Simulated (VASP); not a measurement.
## SnSe2: relaxation of cell and atoms with PBEsol

SnSe2:

```
Sn Se
1.0
     3.82223    0.00000    0.00000
    -1.91112    3.31015    0.00000
     0.00000    0.00000    6.14771
Sn Se
1 2
Direct
  0.00000 0.00000 0.00000
  0.33333 0.66667 0.25814
  0.66667 0.33333 0.74186
```

```
Program                : VASP 6.6.1
Task                   : relaxation of cell and atoms
Functional             : PBEsol
Potentials or basis    : VASP PAW PBE potentials, release 64 (Sn_d, Se)
Cutoff                 : 600 eV
k mesh                 : 9 × 9 × 5
Occupations            : gaussian, width 0.03 eV
Spin                   : no spin polarisation
Further INCAR settings : ALGO = Normal; EDIFF = 1e-07; IBRION = 2; EDIFFG = -0.005; NSW = 90; ISIF = 3
```

- Relaxed volume: 25.91 Å³/atom
- Relaxed cell: a = 3.820 Å, b = 3.820 Å, c = 6.150 Å, α = 90.00°, β = 90.00°, γ = 120.00°
- Space group after relaxing (to 0.05 Å): P-3m1 (No. 164)
- Energy gained by relaxing: 0.0 meV/atom
- Ionic steps: 5
- Pressure after relaxing: 0.0 GPa
- Band gap on the k mesh: 0.52 eV, indirect (least direct gap 0.97 eV)

Final structure:
```yaml
crystal:
  lattice:
    - [3.82039, 0.00000, 0.00000]
    - [-1.91019, 3.30855, 0.00000]
    - [0.00000, 0.00000, 6.14982]
  atoms:
    - { symbol: Sn, position: [0.00000, 0.00000, 0.00000] }
    - { symbol: Se, position: [0.33333, 0.66667, 0.25817] }
    - { symbol: Se, position: [0.66667, 0.33333, 0.74183] }
```

Levels at points of the mesh, in eV from the valence-band top:
```
           k point  band 10  band 11  band 12  band 13  band 14  band 15  band 16  band 17
(0.00, 0.00, 0.00)    -0.58    -0.34    -0.34    -0.11     0.85     2.96     4.58     4.58
```

Wall time 68 s on 1 thread of Intel(R) Xeon(R) 6975P-C (Granite Rapids), with other jobs on the host, peak memory 0.28 GiB.

Caveat: the PAW data sets were made with another functional, which shifts forces and pressure a little; spin-orbit coupling is left out, which moves the levels of the heavy elements; an odd mesh through Γ misses points on the zone boundary, where band edges often lie; this functional lacks dispersion, which binds the layers, so the pressure and a relaxed spacing across them are unreliable.
